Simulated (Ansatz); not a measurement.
Runs of Ansatz 0.2.0 on PbS. Symmetry: Pm-3m, No. 221, cubic system. Conventional cell: a = 3.654 Å, b = 3.654 Å, c = 3.654 Å, α = 90.00°, β = 90.00°, γ = 90.00°. Pb (site symmetry m-3m) has 8 S at 3.16 Å as nearest neighbours. S (site symmetry m-3m) has 8 Pb at 3.16 Å as nearest neighbours. Measurements of this composition are mostly on another form, of space group No. 225.

```tsv
task	level	cell	points for each segment of the path	gap on the mesh (eV)	pressure (GPa)	relaxed volume (Å³/atom)
relaxation of cell and atoms	r2SCAN	relaxed	-	0.30	0.0	24.09
relaxation of cell and atoms	r2SCAN+D3(BJ)	relaxed	-	-	0.0	23.62
relaxation of cell and atoms	r2SCAN+D4	relaxed	-	(b)	0.0	(a)
relaxation of cell and atoms	r2SCAN+rVV10	relaxed	-	-	0.0	23.66
band structure	r2SCAN	as given	14	-	-0.7	-
```

Alike in all rows: potentials or basis Ansatz PAW; no spin polarisation; k mesh 7 × 7 × 7; cutoff (eV) 500; smearing fermi-dirac 0.05 eV.

**Question.** Estimate the missing entries.

**Answer.** (a) 23.78; (b) 0.26.

Caveats: the PAW data sets come from PBE, with cores solved anew for the run's functional, which leaves a small shift of forces and pressure; the plane-wave basis is chosen anew once the cell has moved, so the energies of steps on either side of that aren't comparable (some runs); odd divisions of the mesh miss points on the zone boundary, where band edges often lie, so the gap on the mesh can be too wide (some runs); spin-orbit coupling is left out, which as a rule narrows the gap of such compounds by several tenths of an eV (some runs); the dispersion damping was fitted for another functional or another form of the correction (some runs); spin-orbit coupling is left out, which moves the levels of the heavy elements (some runs).

A k mesh can miss the band edges, and the runs leave out spin-orbit coupling on Pb.
